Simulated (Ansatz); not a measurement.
Where the states of MoS$_{2}$ lie

```
Mo S
1.0
     3.16100    0.00000    0.00000
    -1.58050    2.73751    0.00000
     0.00000    0.00000   12.29500
Mo S
2 4
Direct
  0.33333 0.66667 0.25000
  0.66667 0.33333 0.75000
  0.33333 0.66667 0.62750
  0.66667 0.33333 0.12750
  0.33333 0.66667 0.87250
  0.66667 0.33333 0.37250
```

The cell comes from COD entry 9007660, which wasn't checked; take it as a given geometry.

Theory: Ansatz 0.2.0, DFT, LDA, all-electron LAPW, scalar-relativistic.

Numerical set-up: a Γ-centred 10×10×3 k mesh, Fermi–Dirac smearing of 0.03 eV, basis error target 1 meV/atom, no spin polarisation.

States per eV and cell, averaged over 0.6 eV, from -7.0 to 6.0 eV, with energies (bin centres) from the valence-band top; empty bins are left out. The partial columns, the largest 5 alone, are projections on Löwdin-orthogonalised atomic shells (those that the program's projection atoms carry: the occupied ones and, for some elements, an empty d or f shell; other empty shells have no column), summed over atoms of an element. Weights on diffuse s and p shells depend on that basis and aren't pure angular character.

| E (eV) | total | S 3p | Mo 4d | S 3s | Mo 5s | Mo 4p |
| --- | --- | --- | --- | --- | --- | --- |
| -6.8 | 2.13 | 1.35 | 0.58 | 0.06 | 0.09 | 0.01 |
| -6.2 | 5.99 | 3.56 | 2.04 | 0.10 | 0.17 | 0.03 |
| -5.6 | 2.49 | 1.69 | 0.67 | 0.08 | 0.02 | 0.02 |
| -5.0 | 5.32 | 3.20 | 1.49 | 0.36 | 0.14 | 0.04 |
| -4.4 | 5.74 | 3.35 | 1.94 | 0.25 | 0.09 | 0.02 |
| -3.8 | 5.14 | 3.10 | 1.84 | 0.09 | 0.02 | 0.02 |
| -3.2 | 3.86 | 2.19 | 1.53 | 0.04 | 0.01 | 0.02 |
| -2.6 | 5.12 | 3.74 | 1.08 | 0.17 | 0.02 | 0.03 |
| -2.0 | 4.23 | 3.17 | 0.85 | 0.09 | 0.02 | 0.03 |
| -1.4 | 5.65 | 2.00 | 3.38 | 0.09 | 0.05 | 0.01 |
| -0.8 | 0.82 | 0.35 | 0.42 | 0.03 | 0.00 | 0.00 |
| -0.2 | 0.16 | 0.06 | 0.09 | 0.01 | 0.00 | 0.00 |
| 1.0 | 2.32 | 0.62 | 1.53 | 0.03 | 0.04 | 0.00 |
| 1.6 | 7.63 | 2.27 | 4.86 | 0.15 | 0.10 | 0.01 |
| 2.2 | 6.69 | 2.60 | 3.51 | 0.16 | 0.06 | 0.00 |
| 2.8 | 3.96 | 1.57 | 1.94 | 0.15 | 0.01 | 0.00 |
| 3.4 | 3.31 | 1.52 | 1.47 | 0.12 | 0.00 | 0.00 |
| 4.0 | 2.66 | 1.12 | 1.22 | 0.17 | 0.00 | 0.00 |
| 4.6 | 0.10 | 0.04 | 0.05 | 0.01 | 0.00 | 0.00 |
| 5.2 | 0.24 | 0.01 | 0.01 | 0.01 | 0.09 | 0.00 |
| 5.8 | 1.55 | 0.10 | 0.04 | 0.07 | 0.40 | 0.00 |
